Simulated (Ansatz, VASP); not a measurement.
# N: VASP beside Ansatz

```
N
1.0
     4.08406    0.00000    0.00000
     0.00000    4.08406    0.00000
     0.00000    0.00000    5.34591
N
4
Cartesian
  1.6511 2.4330 2.6730
  0.3909 0.3909 0.0000
  2.4330 1.6511 2.6730
  3.6931 3.6931 0.0000
```

Alike in both runs: task single point; functional PBEsol; k mesh 7 × 7 × 5; occupations gaussian, width 0.02 eV; no spin polarisation.

```csv
,VASP,Ansatz
version,VASP 6.6.1,Ansatz 0.2.0
potentials or method,"VASP PAW PBE potentials, release 54 (N)",Ansatz PAW
plane-wave cutoff (eV),520,420
valence electrons in the cell,20,20
```

```tsv
	VASP	Ansatz	Ansatz less VASP
gap on the k mesh at the Fermi level (eV)	6.85	6.90	+0.045
least direct gap on the mesh (eV)	7.03	7.08	+0.046
pressure (GPa)	1.2	-0.8	-2.06
largest component of the traceless stress (GPa)	1.11	1.15	+0.036
rms of the force components (eV/Å)	0.501	0.497	-0.0038
```

Atom by atom the forces differ by 0.998 eV/Å (rms over components). With one functional, cell and mesh, what is left measures potentials, basis and numerics.

Caveats: the standard files for N, O and F lose accuracy on very short bonds (VASP); the PAW data sets were made with another functional, which shifts forces and pressure a little (VASP); an odd mesh through Γ misses points on the zone boundary, where band edges often lie (VASP); odd divisions of the mesh miss points on the zone boundary, where band edges often lie, so the gap on the mesh can be too wide (Ansatz); the pressure holds a Pulay correction of +0.4 GPa for the finite cutoff (Ansatz); the PAW data sets come from PBE, with cores solved anew for the run's functional, which leaves a small shift of forces and pressure (Ansatz). PBEsol gaps usually lie below the measured ones, often by a third to a half.
